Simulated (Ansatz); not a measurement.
# NiO: a sublattice displacement scan

This session takes NiO and sets out to map the energy as every Ni atom is pushed off its site.

Computed with Ansatz 0.2.0 (DFT r2SCAN+U, scalar-relativistic, plane waves, PAW, unless a step's input says otherwise).

2 further runs of the same task are left out: 2 set aside as unsound or not needed.

## (1) The starting structure

It takes space group Fm-3m (No. 225, cubic). Conventional cell: a = 4.224 Å, b = 4.224 Å, c = 4.224 Å, α = 90.00°, β = 90.00°, γ = 90.00°. Ni (site symmetry m-3m) has 6 O at 2.11 Å as nearest neighbours. O (site symmetry m-3m) has 6 Ni at 2.11 Å as nearest neighbours.

Structure file:

```cif
data_structure
_symmetry_space_group_name_H-M 'P 1'
_symmetry_Int_Tables_number 1
_cell_length_a 2.9868
_cell_length_b 2.9868
_cell_length_c 2.9868
_cell_angle_alpha 60.000
_cell_angle_beta 60.000
_cell_angle_gamma 60.000
_cell_volume 18.84
loop_
_atom_site_label
_atom_site_type_symbol
_atom_site_fract_x
_atom_site_fract_y
_atom_site_fract_z
_atom_site_occupancy
Ni1 Ni 0.00000 0.00000 0.00000 1
O1 O 0.50000 0.50000 0.50000 1
```

It is the result of an earlier relaxation at this level (volume 9.42 Å³/atom; gap on the mesh: 2.73 eV, site moments up to 1.8 μB).

## (2) The reference: the undisturbed cell on the scan's mesh

Contents of input.yaml:

```yaml
crystal:
  lattice:
    - [0.0, 2.1120146539, 2.1120146539]
    - [2.1120146539, 0.0, 2.1120146539]
    - [2.1120146539, 2.1120146539, 0.0]
  atoms:
    - { symbol: Ni, position: [0.0, 0.0, 0.0], spin: 1.96 }
    - { symbol: O, position: [0.5, 0.5, 0.5], spin: 0.17 }
basis:
  ecutwfc: 500
kpoints:
  mp_grid: { grid: [10, 10, 10] }
hamiltonian:
  xc: r2scan
  hubbard: { sites: [{ species: Ni, l: d, u_eff: 6.2 }] }
scf:
  occupations: { method: gaussian, width: 0.05 }
output:
  forces: true
  stress: true
  eigenvalues: true
  populations: true
  write_density: true
  write_potential: true
  elf: true
  volumetric_format: npy
magnetization:
  spin_polarized: true
```

Launch:

```
$ ansatz run input.yaml --threads 1 --pin off --max-ram 2560MiB --backend cpu --events-out ev --progress --plain --runs-dir out
```

## (3) The scan: a sublattice displacement scan

Every Ni atom is moved by x along the Cartesian unit vector (0.000, -0.707, -0.707); the cell and all other atoms stay fixed. Forces below are components along that vector, summed over the moved atoms.

## (4) At x = -0.200 Å

Changes to input.yaml since step 2:

```diff
@@ -6,3 +6,3 @@
   atoms:
-    - { symbol: Ni, position: [0.0, 0.0, 0.0], spin: 1.96 }
+    - { symbol: Ni, position: [0.0669604048, 0.0, 0.0], spin: 1.96 }
     - { symbol: O, position: [0.5, 0.5, 0.5], spin: 0.17 }
@@ -22,6 +22,2 @@
   populations: true
-  write_density: true
-  write_potential: true
-  elf: true
-  volumetric_format: npy
 magnetization:
```

## (5) x = 0.150 Å

Changes to input.yaml since step 4:

```diff
@@ -6,3 +6,3 @@
   atoms:
-    - { symbol: Ni, position: [0.0669604048, 0.0, 0.0], spin: 1.96 }
+    - { symbol: Ni, position: [-0.0502203036, 0.0, 0.0], spin: 1.96 }
     - { symbol: O, position: [0.5, 0.5, 0.5], spin: 0.17 }
```

## (6) x = -0.100 Å

Changes to input.yaml since step 5:

```diff
@@ -6,3 +6,3 @@
   atoms:
-    - { symbol: Ni, position: [-0.0502203036, 0.0, 0.0], spin: 1.96 }
+    - { symbol: Ni, position: [0.0334802024, 0.0, 0.0], spin: 1.96 }
     - { symbol: O, position: [0.5, 0.5, 0.5], spin: 0.17 }
```

## (7) x = 0.050 Å

Changes to input.yaml since step 6:

```diff
@@ -6,3 +6,3 @@
   atoms:
-    - { symbol: Ni, position: [0.0334802024, 0.0, 0.0], spin: 1.96 }
+    - { symbol: Ni, position: [-0.0167401012, 0.0, 0.0], spin: 1.96 }
     - { symbol: O, position: [0.5, 0.5, 0.5], spin: 0.17 }
@@ -22,2 +22,6 @@
   populations: true
+  write_density: true
+  write_potential: true
+  elf: true
+  volumetric_format: npy
 magnetization:
```

## (8) At x = 0.175 Å

Changes to input.yaml since step 7:

```diff
@@ -6,3 +6,3 @@
   atoms:
-    - { symbol: Ni, position: [-0.0167401012, 0.0, 0.0], spin: 1.96 }
+    - { symbol: Ni, position: [-0.0585903542, 0.0, 0.0], spin: 1.96 }
     - { symbol: O, position: [0.5, 0.5, 0.5], spin: 0.17 }
@@ -22,6 +22,2 @@
   populations: true
-  write_density: true
-  write_potential: true
-  elf: true
-  volumetric_format: npy
 magnetization:
```

(Steps that only read results are left out.)

Before running it: what results should come out?

As calculated:

```
                                                        quantity       value
force constant along x, from the points at -0.100, 0 and 0.050 Å  5.78 eV/Å²
```

The restoring force grows by 5.78 eV/Å per Å near the site. The undisturbed cell stays the lowest of the sampled points. The gap on the mesh stays between 2.67 and 2.73 eV. Other magnetic orders or occupations could lie lower; they were not searched in full.
